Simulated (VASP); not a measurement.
# Cu in VASP: relaxation of the atoms with PBE

Aim: the relaxation of the atoms of Cu with PBE.

All numbers are computed with VASP 6.6.1; they aren't measurements. Logs are shortened: lines on timing, memory, paths and dates and some standing lists are left out, and cuts for length are marked.

### Step 1. Starting point

The cell holds a slab with vacuum, 5 atoms: a = 3.008 Å, b = 3.008 Å, c = 20.400 Å, α = 90.00°, β = 90.00°, γ = 90.00°.

The cell was built by a generator and needn't be a form met in nature.

### Step 2. Relaxation of the atoms, PBE

Contents of INCAR:

```
  PREC = Accurate
  ENCUT = 520
  EDIFF = 1E-6
  ISMEAR = 1
  SIGMA = 0.2
  LREAL = False
  LASPH = True
  NELM = 80
  ALGO = Fast
  ISIF = 2
  LWAVE = False
  LCHARG = False
  GGA = PE
  IBRION = 2
  NSW = 60
  EDIFFG = -0.02
  KPAR = 8
```

Contents of KPOINTS:

```
regular mesh
0
Gamma
  14 14 1
```

Contents of POSCAR:

```
Cu
1.0
    3.0078079454      0.0000000000      0.0000000000
    0.0000000000      3.0078079454      0.0000000000
    0.0000000000      0.0000000000     20.4000000000
Cu
5
Direct
    0.0000000000      0.0000000000      0.3676470588
    0.5000000000      0.5000000000      0.4338235294
    0.0000000000      0.0000000000      0.5000000000
    0.5000000000      0.5000000000      0.5661764706
    0.0000000000      0.0000000000      0.6323529412
```

Potentials or basis: VASP PAW PBE potentials, release 64 (Cu).

Command:

```
$ cat potpaw_PBE.64/Cu/POTCAR > POTCAR
$ mpirun -np 8 vasp_std > vasp.out
```

OUTCAR:

```text
PREC = Accurate
   ENCUT = 520
   EDIFF = 1E-6
   ISMEAR = 1
   LREAL = False
   LASPH = True
   NELM = 80
   ISIF = 2
   GGA = PE
   IBRION = 2
   NSW = 60
   EDIFFG = -0.02

 ion  position               nearest neighbor table
   1  0.000  0.000  0.368-   2 2.52   2 2.52   2 2.52   2 2.52   3 2.70
   2  0.500  0.500  0.434-   1 2.52   3 2.52   1 2.52   3 2.52   1 2.52   3 2.52   1 2.52   3 2.52
                             4 2.70
   3  0.000  0.000  0.500-   2 2.52   4 2.52   2 2.52   4 2.52   2 2.52   4 2.52   2 2.52   4 2.52
                             1 2.70   5 2.70
   4  0.500  0.500  0.566-   3 2.52   5 2.52   3 2.52   5 2.52   3 2.52   5 2.52   3 2.52   5 2.52
                             2 2.70
   5  0.000  0.000  0.632-   4 2.52   4 2.52   4 2.52   4 2.52   3 2.70

  LATTYP: Found a simple tetragonal cell.
 ALAT       =     3.0078079454
 C/A-ratio  =     6.7823479326

  Lattice vectors:

 A1 = (   3.0078079454,   0.0000000000,   0.0000000000)
 A2 = (   0.0000000000,   3.0078079454,   0.0000000000)
 A3 = (   0.0000000000,   0.0000000000,  20.4000000000)

Analysis of symmetry for initial positions (statically):
=====================================================================
 Subroutine PRICEL returns:
 Original cell was already a primitive cell.

 Routine SETGRP: Setting up the symmetry group for a
 simple tetragonal supercell.

 Subroutine GETGRP returns: Found 16 space group operations
 (whereof 16 operations were pure point group operations)
 out of a pool of 16 trial point group operations.

The static configuration has the point symmetry D_4h.

Analysis of symmetry for dynamics (positions and initial velocities):
=====================================================================
 Subroutine PRICEL returns:
 Original cell was already a primitive cell.

 Routine SETGRP: Setting up the symmetry group for a
 simple tetragonal supercell.

 Subroutine GETGRP returns: Found 16 space group operations
 (whereof 16 operations were pure point group operations)
 out of a pool of 16 trial point group operations.

The dynamic configuration has the point symmetry D_4h.

 Subroutine INISYM returns: Found 16 space group operations
 (whereof 16 operations are pure point group operations),
 and found     1 'primitive' translations

----------------------------------------------------------------------------------------

                                     Primitive cell

  volume of cell :     184.5569

  direct lattice vectors                    reciprocal lattice vectors
     3.007807945  0.000000000  0.000000000     0.332468036  0.000000000  0.000000000
     0.000000000  3.007807945  0.000000000     0.000000000  0.332468036  0.000000000
     0.000000000  0.000000000 20.400000000     0.000000000  0.000000000  0.049019608

  length of vectors
     3.007807945  3.007807945 20.400000000     0.332468036  0.332468036  0.049019608

  position of ions in fractional coordinates (direct lattice)
     0.000000000  0.000000000  0.367647059
     0.500000000  0.500000000  0.433823529
     0.000000000  0.000000000  0.500000000
     0.500000000  0.500000000  0.566176471
     0.000000000  0.000000000  0.632352941

  ion indices of the primitive-cell ions
   primitive index   ion index
                 1           1
                 2           2
                 3           3
                 4           4
                 5           5

----------------------------------------------------------------------------------------

 KPOINTS: regular mesh

Automatic generation of k-mesh.
 Grid dimensions read from file:
 generate k-points for:   14   14    1

 Generating k-lattice:

  Cartesian coordinates                     Fractional coordinates (reciprocal lattice)
     0.023747717  0.000000000  0.000000000     0.071428571  0.000000000  0.000000000
     0.000000000  0.023747717  0.000000000     0.000000000  0.071428571  0.000000000
     0.000000000  0.000000000  0.049019608     0.000000000  0.000000000  1.000000000

  Length of vectors
     0.023747717  0.023747717  0.049019608

  Shift w.r.t. Gamma in fractional coordinates (k-lattice)
     0.000000000  0.000000000  0.000000000

 Subroutine IBZKPT returns following result:
 ===========================================

 Found     36 irreducible k-points:

 Following reciprocal coordinates:
            Coordinates               Weight
  0.000000  0.000000  0.000000      1.000000
  0.071429  0.000000  0.000000      4.000000
  0.142857  0.000000  0.000000      4.000000
  0.214286  0.000000  0.000000      4.000000
  0.285714  0.000000  0.000000      4.000000
  0.357143  0.000000  0.000000      4.000000
[... 16 lines left out ...]
  0.285714  0.214286  0.000000      8.000000
  0.357143  0.214286  0.000000      8.000000
 [... further k-points ...]
   k-points           NKPTS =     36   k-points in BZ     NKDIM =     36   number of bands    NBANDS=     33
   number of dos      NEDOS =    301   number of ions     NIONS =      5
   total plane-waves  NPLWV =  92160
   dimension x,y,z NGX =    24 NGY =   24 NGZ =  160
   dimension x,y,z NGXF=    48 NGYF=   48 NGZF=  320
   ions per type =               5
   NGX,Y,Z   is equivalent  to a cutoff of  13.27, 13.27, 13.04 a.u.
   NGXF,Y,Z  is equivalent  to a cutoff of  26.53, 26.53, 26.08 a.u.
 SYSTEM =  unknown system
   PREC   = accura    normal or accurate (medium, high low for compatibility)
   ISTART =      0    job   : 0-new  1-cont  2-samecut
   ICHARG =      2    charge: 1-file 2-atom 10-const
   ISPIN  =      1    spin polarized calculation?
   LNONCOLLINEAR =      F non collinear calculations
   LSORBIT =      F    spin-orbit coupling
   LASPH  =      T    aspherical Exc in radial PAW
   ENCUT  =  520.0 eV  38.22 Ry    6.18 a.u.   5.59  5.59 37.93*2*pi/ulx,y,z
   NELM   =     80;   NELMIN=  2; NELMDL= -5     # of ELM steps
   EDIFF  = 0.1E-05   stopping-criterion for ELM
   LREAL  =      F    real-space projection
   EDIFFG = -.2E-01   stopping-criterion for IOM
   NSW    =     60    number of steps for IOM
   IBRION =      2    ionic relax: 0-MD 1-quasi-New 2-CG
   NFREE  =      1    steps in history (QN), initial steepest desc. (CG)
   ISIF   =      2    stress and relaxation
   ISYM   =      2    0-nonsym 1-usesym 2-fastsym
   POTIM  = 0.5000    time-step for ionic-motion
   TEBEG  =    0.0;   TEEND  =   0.0 temperature during run
   PSTRESS=    0.0 pullay stress
   NELECT =      55.0000    total number of electrons
   NUPDOWN=      -1.0000    fix difference up-down
   EMIN   =  10.00;   EMAX   =-10.00  energy-range for DOS
   EFERMI =   0.00;   METHOD = LEGACY
   ISMEAR =     1;   SIGMA  =   0.20  broadening in eV -4-tet -1-fermi 0-gaus
   EFERMI_NEDOS =   21; number of points for ismear=-14 and -15
   IALGO  =     68    algorithm
   IMIX   =      4    mixing-type and parameters
     AMIX     =   0.40;   BMIX     =  1.00
     AMIX_MAG =   1.60;   BMIX_MAG =  1.00
  volume/ion in A,a.u.               =      36.91       249.09
  Fermi-wavevector in a.u.,A,eV,Ry     =   1.093500  2.066416 16.269072  1.195743
  Thomas-Fermi vector in A             =   2.229787
   LORBIT       =      0    0 simple, 1 ext, 2 COOP (PROOUT), +10 PAW based schemes
   GGA     = PE    functional components
   LHFCALC =     F    Hartree Fock is set to
   AEXX    =    0.0000 exact exchange contribution
   IVDW    =     0    specifies the selected vdW correction
   LEPSILON=     F    determine dielectric tensor
   LRPA    =     F    only Hartree local field effects (RPA)
 conjugate gradient relaxation of ions
 non-spin polarized calculation
 RMM-DIIS sequential band-by-band and
 Methfessel and Paxton  Order N= 1 SIGMA  =   0.20
  energy-cutoff  :      520.00
  volume of cell :      184.56
 maximum number of plane-waves:      4999
 NGX is ok and might be reduce to    24
   NGX = 11   NGY = 11   NGZ = 75

--------------------------------------- Ionic step        1  -------------------------------------------

 number of electron      55.0000032 magnetization

 Free energy of the ion-electron system (eV)
  ---------------------------------------------------
  ext. energy  EPLUGINS =         0.00000000
  ---------------------------------------------------
  free energy    TOTEN  =       -16.71667050 eV

  energy without entropy =      -16.71423452  energy(sigma->0) =      -16.71585850

------------------------ aborting loop because EDIFF is reached ----------------------------------------

  FORCE on cell =-STRESS in cart. coord.  units (eV):
  Direction    XX          YY          ZZ          XY          YZ          ZX
  --------------------------------------------------------------------------------------
  -------------------------------------------------------------------------------------
  Total       -3.1572227     -3.1572227     -1.1603651      0.0000000      0.0000000      0.0000000
  in kB      -27.4085097    -27.4085097    -10.0733721      0.0000000      0.0000000      0.0000000
  external PRESSURE =     -21.6301305 kB  Pullay stress =       0.0000000 kB

 VOLUME and BASIS-vectors are now :
 -----------------------------------------------------------------------------
  energy-cutoff  :      520.00
  volume of cell :      184.56
      direct lattice vectors                 reciprocal lattice vectors
     3.007807945  0.000000000  0.000000000     0.332468036  0.000000000  0.000000000
     0.000000000  3.007807945  0.000000000     0.000000000  0.332468036  0.000000000
     0.000000000  0.000000000 20.400000000     0.000000000  0.000000000  0.049019608
[... 235 lines left out ...]
 POSITION                                       TOTAL-FORCE (eV/Angst)
 -----------------------------------------------------------------------------------
      0.00000      0.00000      7.60401        -0.000000     -0.000000     -0.051528
      1.50390      1.50390      8.86263        -0.000000      0.000000     -0.045285
      0.00000      0.00000     10.20000        -0.000000      0.000000     -0.000000
      1.50390      1.50390     11.53737         0.000000      0.000000      0.045285
      0.00000      0.00000     12.79599        -0.000000     -0.000000      0.051528
 -----------------------------------------------------------------------------------
    total drift:                                0.000000     -0.000000      0.000000

  FREE ENERGIE OF THE ION-ELECTRON SYSTEM (eV)
  ---------------------------------------------------
  free  energy   TOTEN  =       -16.7418527914 eV

  energy  without entropy=      -16.7377619791  energy(sigma->0) =      -16.74048919

--------------------------------------- Ionic step        8  -------------------------------------------

 number of electron      55.0000016 magnetization

 Free energy of the ion-electron system (eV)
  ---------------------------------------------------
  ext. energy  EPLUGINS =         0.00000000
  ---------------------------------------------------
  free energy    TOTEN  =       -16.74347456 eV

  energy without entropy =      -16.73951389  energy(sigma->0) =      -16.74215434

 E-fermi :  -0.3547     XC(G=0):  -5.1016

 val. band max:       -0.4032929384   @ k =   0.3571   0.3571   0.0000
 cond. band min:      -0.3123354715   @ k =   0.2857   0.2143   0.0000
 fundamental gap:      0.0909574669
 Fermi energy:        -0.3547136425

 k-point     1 :       0.0000    0.0000    0.0000
  band No.  band energies     occupation
      1      -8.8604      2.00000
      2      -7.0010      2.00000
      3      -4.8598      2.00000
      4      -4.6720      2.00000
      5      -4.3199      2.00000
      6      -4.0550      2.00000
[... 853 lines left out ...]
     32       4.2845      0.00000
     33       5.7963      0.00000

 [... further k-points ...]

------------------------ aborting loop because EDIFF is reached ----------------------------------------

  FORCE on cell =-STRESS in cart. coord.  units (eV):
  Direction    XX          YY          ZZ          XY          YZ          ZX
  --------------------------------------------------------------------------------------
  -------------------------------------------------------------------------------------
  Total       -2.1148081     -2.1148081     -0.0450551      0.0000000      0.0000000      0.0000000
  in kB      -18.3590915    -18.3590915     -0.3911331      0.0000000      0.0000000      0.0000000
  external PRESSURE =     -12.3697720 kB  Pullay stress =       0.0000000 kB

 VOLUME and BASIS-vectors are now :
 -----------------------------------------------------------------------------
  energy-cutoff  :      520.00
  volume of cell :      184.56
      direct lattice vectors                 reciprocal lattice vectors
     3.007807945  0.000000000  0.000000000     0.332468036  0.000000000  0.000000000
     0.000000000  3.007807945  0.000000000     0.000000000  0.332468036  0.000000000
     0.000000000  0.000000000 20.400000000     0.000000000  0.000000000  0.049019608

 POSITION                                       TOTAL-FORCE (eV/Angst)
 -----------------------------------------------------------------------------------
      0.00000      0.00000      7.58359        -0.000000      0.000000     -0.008578
      1.50390      1.50390      8.84678        -0.000000      0.000000      0.012469
      0.00000      0.00000     10.20000        -0.000000      0.000000      0.000000
      1.50390      1.50390     11.55322        -0.000000     -0.000000     -0.012469
      0.00000      0.00000     12.81641         0.000000      0.000000      0.008578
 -----------------------------------------------------------------------------------
    total drift:                                0.000000      0.000000     -0.000000

  FREE ENERGIE OF THE ION-ELECTRON SYSTEM (eV)
  ---------------------------------------------------
  free  energy   TOTEN  =       -16.7434745647 eV

  energy  without entropy=      -16.7395138898  energy(sigma->0) =      -16.74215434

 reached required accuracy - stopping structural energy minimisation
```

Wall time 3.5 min (8 MPI ranks of Intel Xeon 6975P-C (Granite Rapids), shared host); peak memory 0.45 GiB.

What came out:

```yaml
Free_energy: -16.7435 eV
Energy_gained_by_relaxing: 5.4 meV/atom
Ionic_steps: 8
Largest_force_after_relaxing: 0.012 eV/Å
Band_gap_on_the_k_mesh: none (metal or under the smearing width)
```

Forces on the atoms (eV/Å):
```
Cu   0.000  0.000 -0.009
Cu   0.000  0.000  0.012
Cu   0.000  0.000  0.000
Cu   0.000  0.000 -0.012
Cu   0.000  0.000  0.009
```

Step by step:
```tsv
step	energy change (eV)	largest force (eV/Å)	pressure (GPa)
1	0.0000	0.3066	-2.16
2	-0.0109	0.2360	-2.05
3	-0.0210	0.0877	-1.69
4	-0.0212	0.1114	-1.62
5	-0.0233	0.0896	-1.59
6	-0.0261	0.0446	-1.36
7	-0.0252	0.0515	-0.94
8	-0.0268	0.0125	-1.24
```

Final structure:
```yaml
crystal:
  lattice:
    - [3.00781, 0.00000, 0.00000]
    - [0.00000, 3.00781, 0.00000]
    - [0.00000, 0.00000, 20.40000]
  atoms:
    - { symbol: Cu, position: [0.00000, 0.00000, 0.37174] }
    - { symbol: Cu, position: [0.50000, 0.50000, 0.43367] }
    - { symbol: Cu, position: [0.00000, 0.00000, 0.50000] }
    - { symbol: Cu, position: [0.50000, 0.50000, 0.56633] }
    - { symbol: Cu, position: [0.00000, 0.00000, 0.62826] }
```
